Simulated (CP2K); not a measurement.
Runs of CP2K 2026.2 on BaS. It takes space group Fm-3m (No. 225, cubic). Conventional cell: a = 6.387 Å, b = 6.387 Å, c = 6.387 Å, α = 90.00°, β = 90.00°, γ = 90.00°. Ba (site symmetry m-3m) is surrounded by 6 S at 3.19 Å. S (site symmetry m-3m) has 6 Ba at 3.19 Å as nearest neighbours. 

```tsv
level	potentials or basis	smearing	NGRIDS	points a segment of the path (NPOINTS)	bands added on the path	CUTOFF of the grids	gap on the mesh (eV)	pressure (GPa)
r2SCAN	POTENTIAL_UZH Ba GTH-SCAN-q10, S GTH-SCAN-q6; TZVP-MOLOPT-SCAN-GTH basis	fermi-dirac 0.01 eV	4	8	4	675 Ry	(a)	1.7
PBEsol	POTENTIAL_UZH Ba GTH-PBE-q10, S GTH-PBE-q6; TZVP-MOLOPT-PBE-GTH basis	fermi-dirac 0.01 eV	5	10	4	450 Ry	(b)	-0.4
LDA	GTH_POTENTIALS Ba GTH-PADE-q10, S GTH-PADE-q6; TZVP-MOLOPT-PBE-GTH basis	fermi-dirac 0.1 eV	4	6	2	450 Ry	2.00	-2.2
TB-mBJ	POTENTIAL_UZH Ba GTH-PBE-q10, S GTH-PBE-q6; TZVP-MOLOPT-PBE-GTH basis	fermi-dirac 0.01 eV	5	6	4	675 Ry	2.52	-
```

Alike in all rows: task band structure; no spin polarisation; cell as given; k mesh 7 × 7 × 7.

Task: Estimate the missing entries.

Result: (a) 2.81; (b) 2.04.

Caveats: spin-orbit coupling is left out, which moves the levels of the heavy elements; the basis of atomic orbitals isn't converged, which shifts pressures, moduli and gaps; the potentials were made for another functional, which shifts forces and pressure (some runs); this is a model potential without an energy functional, so only levels have meaning (some runs).

A k mesh can miss the band edges, and the runs leave out spin-orbit coupling on Ba.

Runs at the PBE level aren't shown here.
